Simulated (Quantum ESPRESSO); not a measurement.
PbS (Galena):

```
Pb S
1.0
     0.00000    2.96575    2.96575
     2.96575    0.00000    2.96575
     2.96575    2.96575    0.00000
Pb S
1 1
Cartesian
  0.0000 0.0000 0.0000
  2.9657 2.9657 2.9657
```

Base run:

```yaml
Program: Quantum ESPRESSO 7.5
Functional: WC
Potentials_or_basis: PseudoDojo 0.4.1 SR PBE standard
Cutoff: 762 eV
Density_cutoff: 3048 eV
k_mesh: 8 × 8 × 8, shifted
Occupations: fermi-dirac, width 0.05 eV
Spin: no spin polarisation
```

Its results: pressure -0.7 GPa; electronic dielectric tensor (diagonal) 17.75.

**Question.** The run is repeated on the same cell with these changes: functional from WC to BLYP. What comes out?

**Answer.** Pressure 6.1 GPa; electronic dielectric tensor (diagonal) 15.72.

BLYP binds less tightly than WC, so the same cell stands under more pressure.

Caveats: the potentials were made for another functional, which shifts forces and pressure; the cell is more than 3 GPa from zero pressure, which shifts response properties (some runs).
